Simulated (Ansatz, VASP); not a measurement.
**One calculation of Tl, two programs**

The input INCAR:

```
SYSTEM = Tl
  PREC = Accurate
  ENCUT = 520
  EDIFF = 1E-7
  ISMEAR = 0
  SIGMA = 0.15
  LREAL = .False.
  LASPH = .True.
  NELM = 60
  ALGO = Fast
  ISIF = 2
  LWAVE = .False.
  LCHARG = .True.
  GGA = PS
  LELF = .True.
  LVHAR = .True.
  NBANDS = 12
```

File KPOINTS:

```
Automatic mesh
0
Gamma
  20 20 20
  0 0 0
```

POSCAR

```
Tl
1.0
   -1.8803035832      1.8803035832      2.0683339416
    1.8803035832     -1.8803035832      2.0683339416
    1.8803035832      1.8803035832     -2.0683339416
Tl
1
Direct
    0.0000000000      0.0000000000      0.0000000000
```

Input for Ansatz:

```yaml
crystal:
  lattice:
    - [-1.8803035832, 1.8803035832, 2.0683339416]
    - [1.8803035832, -1.8803035832, 2.0683339416]
    - [1.8803035832, 1.8803035832, -2.0683339416]
  atoms:
    - { symbol: Tl, position: [0.0, 0.0, 0.0] }
basis:
  ecutwfc: 420
kpoints:
  mp_grid: { grid: [20, 20, 20] }
hamiltonian:
  xc: pbesol
scf:
  occupations: { method: gaussian, width: 0.15 }
output:
  forces: true
  stress: true
  eigenvalues: true
```

Alike in both runs: task single point; functional PBEsol; k mesh 20 × 20 × 20; occupations gaussian, width 0.15 eV; no spin polarisation.

|  | VASP | Ansatz |
| --- | --- | --- |
| version | VASP 6.6.1 | Ansatz 0.2.0 |
| potentials or method | VASP PAW PBE potentials, release 64 (Tl_d) | scalar-relativistic, plane waves, PAW |
| plane-wave cutoff (eV) | 520 | 420 |
| valence electrons in the cell | 13 | 13 |

|  | VASP | Ansatz | Ansatz less VASP |
| --- | --- | --- | --- |
| gap on the k mesh at the Fermi level (eV) | none | none | - |
| pressure (GPa) | -0.9 | -0.8 | +0.05 |
| largest component of the traceless stress (GPa) | 0.45 | 0.45 | -0.004 |

A gap of «none» marks a metal or a gap that the smearing closes.

Caveats: the PAW data sets were made with another functional, which shifts forces and pressure a little (VASP). Spin-orbit coupling is left out, which matters for the levels of Tl.
